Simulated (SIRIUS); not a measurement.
# Bi (Im-3m) in SIRIUS: convergence with smearing width

Aim: find how far smearing width must go before the results for Bi settle, at LDA. This setting moves, with any that are tied to it; all else stays.

All numbers are computed with SIRIUS 7.10.0; they aren't measurements. Logs are shortened: lines on timing, memory, paths and dates and some standing lists are left out, and cuts for length are marked. The log counts tension as positive stress, the text compression.

### Step 1. The crystal as given

It takes space group Im-3m (No. 229, cubic). Conventional cell: a = 3.963 Å, b = 3.963 Å, c = 3.963 Å, α = 90.00°, β = 90.00°, γ = 90.00°. Bi (site symmetry m-3m) has 8 Bi at 3.43 Å as nearest neighbours.

This isn't the form of Bi at room conditions, which is rhombohedral.

### Step 2. With smearing width 0.4 eV

The input, sirius.json:

```json
{
  "control": {
    "processing_unit": "cpu",
    "verbosity": 2,
    "num_bands_to_print": 19,
    "print_forces": true,
    "print_stress": true
  },
  "parameters": {
    "electronic_structure_method": "pseudopotential",
    "xc_functionals": ["XC_LDA_X", "XC_LDA_C_PW"],
    "gk_cutoff": 8.5,
    "pw_cutoff": 17.0,
    "ngridk": [9, 9, 9],
    "shiftk": [0, 0, 0],
    "smearing": "cold",
    "smearing_width": 0.0146997289,
    "num_bands": 19,
    "num_mag_dims": 0,
    "num_dft_iter": 100,
    "energy_tol": 1e-08,
    "density_tol": 1e-06
  },
  "iterative_solver": {
    "type": "davidson",
    "min_tolerance": 1e-10
  },
  "mixer": {
    "type": "anderson",
    "beta": 0.7,
    "max_history": 8
  },
  "settings": {
    "tol_ne": 1e-10
  },
  "unit_cell": {
    "lattice_vectors": [
      [-0.57735026919, 0.57735026919, 0.57735026919],
      [0.57735026919, -0.57735026919, 0.57735026919],
      [0.57735026919, 0.57735026919, -0.57735026919]
    ],
    "lattice_vectors_scale": 6.4854235633,
    "atom_coordinate_units": "lattice",
    "atom_types": ["Bi"],
    "atom_files": {
      "Bi": "Bi.json"
    },
    "atoms": {
      "Bi": [
        [0.0, 0.0, 0.0]
      ]
    }
  }
}
```

Potentials or basis: PseudoDojo 0.4.1 LDA stringent (scalar relativistic).

Command:

```bash
upf_to_json Bi.upf
OMP_NUM_THREADS=1 sirius.scf --input=sirius.json --output=out.json --task=0
```

Standard output:

```text
[info] SIRIUS version : 7.10.0
[info] number of MPI ranks           : 1
[info] MPI grid                      : 1 1
[info] maximum number of OMP threads : 1
[fft] FFT context for density and potential
[fft] =====================================
[fft]   comm size                             : 1
[fft]   plane wave cutoff                     : 17
[fft]   grid size                             : 40 40 40   total : 64000
[fft]   grid limits                           : -19 20   -19 20   -19 20
[fft]   number of G-vectors within the cutoff : 8775
[fft]   local number of G-vectors             : 8775
[fft]   number of G-shells                    : 474
[fft] FFT context for coarse grid
[fft] =====================================
[fft]   comm size                             : 1
[fft]   plane wave cutoff                     : 17
[fft]   grid size                             : 40 40 40   total : 64000
[fft]   grid limits                           : -19 20   -19 20   -19 20
[fft]   number of G-vectors within the cutoff : 8775
[fft]   local number of G-vectors             : 8775
[fft]   number of G-shells                    : 474
[unit cell] lattice vectors
[unit cell]   a1 :      -3.7443610401      3.7443610401      3.7443610401
[unit cell]   a2 :       3.7443610401     -3.7443610401      3.7443610401
[unit cell]   a3 :       3.7443610401      3.7443610401     -3.7443610401
[unit cell] reciprocal lattice vectors
[unit cell]   b1 :       0.0000000000      0.8390196939      0.8390196939
[unit cell]   b2 :       0.8390196939      0.0000000000      0.8390196939
[unit cell]   b3 :       0.8390196939      0.8390196939      0.0000000000
[unit cell] unit cell volume :       209.98735570 [a.u.^3]
[unit cell] 1/sqrt(omega)    :         0.06900863
[unit cell] MT volume        :         0.00000000 ( 0.00%)
[unit cell] IT volume        :       209.98735570 (100.00%)
[unit cell] number of atom types : 1
[unit cell] type id : 0 symbol : Bi mt_radius :  14.530000 num_atoms : 1
[unit cell] total number of atoms : 1
[unit cell] number of symmetry classes : 1
[unit cell] number of PAW atoms : 0
[unit cell] atom id  type id  class id             position                      vector_field
[unit cell] ------------------------------------------------------------------------------------------
[unit cell]      0        0        0      0.00000   0.00000   0.00000      0.00000   0.00000   0.00000
[unit cell] atom id         position (Cartesian, a.u.)
[unit cell] ---------------------------------------------
[unit cell]      0       0.000000    0.000000    0.000000
[unit cell] class id : 0 atom id : 0
[unit cell] minimum bond length:     6.485424
[unit cell] total number of pseudo wave-functions: 13
[sym] space group number   : 229
[sym] international symbol : Im-3m
[sym] Hall symbol          : -I 4 2 3
[sym] space group transformation matrix :
[sym]  -0.5000  0.5000  0.5000
[sym]   0.5000 -0.5000  0.5000
[... 306 lines left out ...]
[find] total charge          : 23.000000
[find] Energy
[find] --------------------------------------------------------------------------------
[find] valence_eval_sum               :     -29.55018172
[find] <rho|V^{XC}>                   :     -25.02553404
[find] <rho|E^{XC}>                   :     -35.43339659
[find] <mag|B^{XC}>                   :       0.00000000
[find] <rho|V^{H}>                    :     127.34952414
[find] one-electron contribution      :    -131.87417181 (Ha),    -263.74834363 (Ry)
[find] hartree contribution           :      63.67476207
[find] xc contribution                :     -35.43339659
[find] ewald contribution             :    -128.53691686
[find] PAW contribution               :       0.00000000
[find] smearing (-TS)                 :       0.00031650
[find] SCF correction                 :       0.00000025
[find] Total energy                   :    -232.16972295 (Ha),    -464.33944589 (Ry)
[find] Free energy (E-TS)             :    -232.16940644 (Ha),    -464.33881289 (Ry)
[find] band gap (eV)                  :       0.00000000
[find] Efermi                         :       0.49501580
[find] iteration : 14, RMS : 1.917686761668e-09, energy difference : -2.654587660800e-11
[find] Hartree energy of density residual : 3.551468677513e-16
[find] bands are converged : true
[find] iterative solver converged : true
[find] converged after 15 SCF iterations!
[find] Charges and magnetic moments
[find] --------------------------------------------------------------------------------
[find] total charge          : 23.000000
[find] Energy
[find] --------------------------------------------------------------------------------
[find] valence_eval_sum               :     -29.55018172
[find] <rho|V^{XC}>                   :     -25.02553404
[find] <rho|E^{XC}>                   :     -35.43339659
[find] <mag|B^{XC}>                   :       0.00000000
[find] <rho|V^{H}>                    :     127.34952414
[find] one-electron contribution      :    -131.87417181 (Ha),    -263.74834363 (Ry)
[find] hartree contribution           :      63.67476207
[find] xc contribution                :     -35.43339659
[find] ewald contribution             :    -128.53691686
[find] PAW contribution               :       0.00000000
[find] smearing (-TS)                 :       0.00031650
[find] SCF correction                 :       0.00000025
[find] Total energy                   :    -232.16972295 (Ha),    -464.33944589 (Ry)
[find] Free energy (E-TS)             :    -232.16940644 (Ha),    -464.33881289 (Ry)
[find] band gap (eV)                  :       0.00000000
[find] Efermi                         :       0.49501580
[ground_state] === stress tensor components [kbar] ===
[ground_state] === stress_kin ===
[ground_state] -60591.536987   -0.000000   -0.000000
[ground_state]    -0.000000-60591.536987   -0.000000
[ground_state]    -0.000000   -0.000000-60591.536987
[ground_state] === stress_har ===
[ground_state] -29737.916462   -0.000000   -0.000000
[ground_state]    -0.000000-29737.916462   -0.000000
[ground_state]    -0.000000   -0.000000-29737.916462
[ground_state] === stress_ewald ===
[ground_state] 60030.378938    0.000000    0.000000
[ground_state]     0.00000060030.378938    0.000000
[ground_state]     0.000000    0.00000060030.378938
[ground_state] === stress_vloc ===
[ground_state] 42980.981516    0.000000    0.000000
[ground_state]     0.00000042980.981516    0.000000
[ground_state]     0.000000    0.00000042980.981516
[ground_state] === stress_xc ===
[ground_state] -14582.299349   -0.000000   -0.000000
[ground_state]    -0.000000-14582.299349   -0.000000
[ground_state]    -0.000000   -0.000000-14582.299349
[ground_state] === stress_core ===
[ground_state] 25992.946644    0.000000    0.000000
[ground_state]     0.00000025992.946644    0.000000
[ground_state]     0.000000    0.00000025992.946644
[ground_state] === stress_nonloc ===
[ground_state] -24048.794833   -0.000000   -0.000000
[ground_state]    -0.000000-24048.794833   -0.000000
[ground_state]    -0.000000   -0.000000-24048.794833
[ground_state] === stress_us_nl ===
[ground_state] -24048.794833   -0.000000   -0.000000
[ground_state]    -0.000000-24048.794833   -0.000000
[ground_state]    -0.000000   -0.000000-24048.794833
[ground_state] === stress_total ===
[ground_state]    43.759467    0.000000    0.000000
[ground_state]     0.000000   43.759467   -0.000000
[ground_state]     0.000000   -0.000000   43.759467
[ground_state] ==== total Forces in Ha/bohr =====
[ground_state] atom:    0, force:       0.0000000      0.0000000      0.0000000
[ground_state] ==== ultrasoft contribution from Qij =====
[ground_state] atom:    0, force:       0.0000000      0.0000000      0.0000000
[ground_state] ==== non-local contribution from Beta-projector =====
[ground_state] atom:    0, force:       0.0000000      0.0000000      0.0000000
[ground_state] ==== contribution from local potential =====
[ground_state] atom:    0, force:       0.0000000      0.0000000      0.0000000
[ground_state] ==== contribution from core density =====
[ground_state] atom:    0, force:       0.0000000      0.0000000      0.0000000
[ground_state] ==== Ewald forces from ions =====
[ground_state] atom:    0, force:       0.0000000      0.0000000      0.0000000
[~DFT_ground_state] local op. applied: 20552
[~DFT_ground_state] evp. work count: 4092.65
[~DFT_ground_state] number of iterative solver steps: 1380
```

Run time: 29 s. Hardware: 1 thread of Arm Neoverse V2, shared host; peak memory 0.27 GiB.

Results:

| Property | Result |
| --- | --- |
| Free energy | -6317.6514 eV |
| Pressure | -4.4 GPa |
| Band gap on the k mesh | none (metal or under the smearing width) |

### Step 3. With smearing width 0.3 eV

Changes to sirius.json since step 2:

```diff
@@ -16,3 +16,3 @@
     "smearing": "cold",
-    "smearing_width": 0.0146997289,
+    "smearing_width": 0.0110247967,
     "num_bands": 19,
@@ -37,7 +37,6 @@
     "lattice_vectors": [
-      [-0.57735026919, 0.57735026919, 0.57735026919],
-      [0.57735026919, -0.57735026919, 0.57735026919],
-      [0.57735026919, 0.57735026919, -0.57735026919]
+      [-3.744361040074, 3.744361040074, 3.744361040074],
+      [3.744361040074, -3.744361040074, 3.744361040074],
+      [3.744361040074, 3.744361040074, -3.744361040074]
     ],
-    "lattice_vectors_scale": 6.4854235633,
     "atom_coordinate_units": "lattice",
```

Potentials or basis: PseudoDojo 0.4.1 LDA stringent (scalar relativistic).

Command:

```bash
upf_to_json Bi.upf
OMP_NUM_THREADS=1 sirius.scf --input=sirius.json --output=out.json --task=0
```

It took 29 s on 1 thread of Arm Neoverse V2, shared host; peak memory 0.27 GiB.

It converged, with:

| Quantity | Value |
| --- | --- |
| Free energy | -6317.6540 eV |
| Pressure | -4.4 GPa |
| Band gap on the k mesh | none (metal or under the smearing width) |

### Step 4. With smearing width 0.2 eV

Changes to sirius.json since step 3:

```diff
@@ -16,3 +16,3 @@
     "smearing": "cold",
-    "smearing_width": 0.0110247967,
+    "smearing_width": 0.0073498644,
     "num_bands": 19,
```

Command:

```bash
upf_to_json Bi.upf
OMP_NUM_THREADS=1 sirius.scf --input=sirius.json --output=out.json --task=0
```

Wall time 29 s (1 thread of Arm Neoverse V2, shared host); peak memory 0.27 GiB.

Results (log left out):

```yaml
Free_energy: -6317.6561 eV
Pressure: -4.3 GPa
Band_gap_on_the_k_mesh: none (metal or under the smearing width)
```

### Step 5. With smearing width 0.136 eV

Changes to sirius.json since step 4:

```diff
@@ -16,3 +16,3 @@
     "smearing": "cold",
-    "smearing_width": 0.0073498644,
+    "smearing_width": 0.0049979078,
     "num_bands": 19,
```

Command:

```bash
upf_to_json Bi.upf
OMP_NUM_THREADS=1 sirius.scf --input=sirius.json --output=out.json --task=0
```

Run time: 29 s. Hardware: 1 thread of Arm Neoverse V2, shared host; peak memory 0.27 GiB.

It converged, with:

* Free energy: -6317.6561 eV
* Pressure: -4.3 GPa
* Band gap on the k mesh: none (metal or under the smearing width)

### Step 6. With smearing width 0.1 eV

Changes to sirius.json since step 5:

```diff
@@ -16,3 +16,3 @@
     "smearing": "cold",
-    "smearing_width": 0.0049979078,
+    "smearing_width": 0.0036749322,
     "num_bands": 19,
```

Potentials or basis: PseudoDojo 0.4.1 LDA stringent (scalar relativistic).

Command:

```bash
upf_to_json Bi.upf
OMP_NUM_THREADS=1 sirius.scf --input=sirius.json --output=out.json --task=0
```

Run time: 29 s. Hardware: 1 thread of Arm Neoverse V2, shared host; peak memory 0.27 GiB.

It converged, with:

| Quantity | Value |
| --- | --- |
| Free energy | -6317.6559 eV |
| Pressure | -4.3 GPa |
| Band gap on the k mesh | none (metal or under the smearing width) |

### Step 7. With smearing width 0.05 eV

Changes to sirius.json since step 6:

```diff
@@ -16,3 +16,3 @@
     "smearing": "cold",
-    "smearing_width": 0.0036749322,
+    "smearing_width": 0.0018374661,
     "num_bands": 19,
```

Command:

```bash
upf_to_json Bi.upf
OMP_NUM_THREADS=1 sirius.scf --input=sirius.json --output=out.json --task=0
```

Run time: 29 s. Hardware: 1 thread of Arm Neoverse V2, shared host; peak memory 0.27 GiB.

It converged, with:

| Item | Value |
| --- | --- |
| Free energy | -6317.6555 eV |
| Pressure | -4.2 GPa |
| Band gap on the k mesh | none (metal or under the smearing width) |

### Step 8. With smearing width 0.025 eV

Changes to sirius.json since step 7:

```diff
@@ -16,3 +16,3 @@
     "smearing": "cold",
-    "smearing_width": 0.0018374661,
+    "smearing_width": 0.0009187331,
     "num_bands": 19,
@@ -37,6 +37,7 @@
     "lattice_vectors": [
-      [-3.744361040074, 3.744361040074, 3.744361040074],
-      [3.744361040074, -3.744361040074, 3.744361040074],
-      [3.744361040074, 3.744361040074, -3.744361040074]
+      [-0.57735026919, 0.57735026919, 0.57735026919],
+      [0.57735026919, -0.57735026919, 0.57735026919],
+      [0.57735026919, 0.57735026919, -0.57735026919]
     ],
+    "lattice_vectors_scale": 6.4854235633,
     "atom_coordinate_units": "lattice",
```

Command:

```bash
upf_to_json Bi.upf
OMP_NUM_THREADS=1 sirius.scf --input=sirius.json --output=out.json --task=0
```

It took 29 s on 1 thread of Arm Neoverse V2, shared host; peak memory 0.27 GiB.

It converged, with:

| Item | Value |
| --- | --- |
| Free energy | -6317.6552 eV |
| Pressure | -4.2 GPa |
| Band gap on the k mesh | none (metal or under the smearing width) |

### Step 9. With smearing width 0.01 eV

Changes to sirius.json since step 8:

```diff
@@ -16,3 +16,3 @@
     "smearing": "cold",
-    "smearing_width": 0.0009187331,
+    "smearing_width": 0.0003674932,
     "num_bands": 19,
@@ -37,7 +37,6 @@
     "lattice_vectors": [
-      [-0.57735026919, 0.57735026919, 0.57735026919],
-      [0.57735026919, -0.57735026919, 0.57735026919],
-      [0.57735026919, 0.57735026919, -0.57735026919]
+      [-3.744361040074, 3.744361040074, 3.744361040074],
+      [3.744361040074, -3.744361040074, 3.744361040074],
+      [3.744361040074, 3.744361040074, -3.744361040074]
     ],
-    "lattice_vectors_scale": 6.4854235633,
     "atom_coordinate_units": "lattice",
```

Potentials or basis: PseudoDojo 0.4.1 LDA stringent (scalar relativistic).

Command:

```bash
upf_to_json Bi.upf
OMP_NUM_THREADS=1 sirius.scf --input=sirius.json --output=out.json --task=0
```

Wall time 29 s (1 thread of Arm Neoverse V2, shared host); peak memory 0.27 GiB.

Results (log left out):

```yaml
Free_energy: -6317.6551 eV
Pressure: -4.2 GPa
Band_gap_on_the_k_mesh: none (metal or under the smearing width)
```

### Step 10. Summary

```
smearing width  energy less the tightest run (meV/atom)  pressure (GPa)  SCF cycles  CPU time (s)  peak memory (GiB)
        0.4 eV                                     3.70           -4.38          15            29               0.27
        0.3 eV                                     1.10           -4.41          15            29               0.27
        0.2 eV                                    -0.96           -4.32          15            29               0.27
      0.136 eV                                    -0.99           -4.28          15            29               0.27
        0.1 eV                                    -0.83           -4.28          15            29               0.27
       0.05 eV                                    -0.37           -4.23          15            29               0.27
      0.025 eV                                    -0.10           -4.24          15            29               0.27
       0.01 eV                                     0.00           -4.24          15            29               0.27
```

Against the tightest run, the energy stays within 1 meV/atom from 0.2 eV on; the pressure stays within 0.1 GPa from 0.2 eV on. Narrower smearing needs a denser k mesh, so at a fixed mesh the narrowest width isn't the most accurate. The tightest run that finished is the yardstick and may itself not be fully converged.

Caveats: spin-orbit coupling is left out, which moves the levels of the heavy elements.
